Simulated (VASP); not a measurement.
Set up this calculation in VASP 6.6.1, as the native input.

```
Task                   : single point
Functional             : BLYP
Potentials or basis    : VASP PAW PBE potentials, release 64 (Zr_sv, H)
Cutoff                 : 520 eV
k mesh                 : 8 × 8 × 8
Occupations            : gaussian, width 0.15 eV
Spin                   : no spin polarisation
Dipole correction      : no
Further INCAR settings : ALGO = Fast; EDIFF = 1e-06; NBANDS = 14
```

The structure of ZrH2 lies in POSCAR:

```
ZrH2
1.0
    0.0000000000      2.4092250000      2.4092250000
    2.4092250000      0.0000000000      2.4092250000
    2.4092250000      2.4092250000      0.0000000000
Zr H
1 2
Direct
    0.0000000000      0.0000000000      0.0000000000
    0.7500000000      0.7500000000      0.7500000000
    0.2500000000      0.2500000000      0.2500000000
```

The cell is a database's computed one.

These files were run (other wordings do the same):

INCAR

```
AGGAC = 1.0
AGGAX = 1.0
ALDAC = 0.0
ALDAX = 1.0
ALGO = Fast
EDIFF = 1E-6
ENCUT = 520
GGA = B5
ISIF = 2
ISMEAR = 0
LASPH = True
LCHARG = True
LELF = True
LREAL = False
LVHAR = True
LWAVE = False
NBANDS = 14
NELM = 100
PREC = Accurate
SIGMA = 0.15
```

KPOINTS

```
k-points
0
Gamma
  8 8 8
```

Potentials or basis: VASP PAW PBE potentials, release 64 (Zr_sv, H).

Run with:

```sh
$ cat potpaw_PBE.64/Zr_sv/POTCAR potpaw_PBE.64/H/POTCAR > POTCAR
$ mpirun -np 1 vasp_std > vasp.out
```

It gave:

* Pressure: 3.9 GPa
* Band gap on the k mesh: none (metal or under the smearing width)

Caveat: the PAW data sets were made with another functional, which shifts forces and pressure a little.

Run time: 16 s on 1 thread of Intel(R) Xeon(R) 6975P-C (Granite Rapids), on a shared host, peak memory 0.15 GiB.
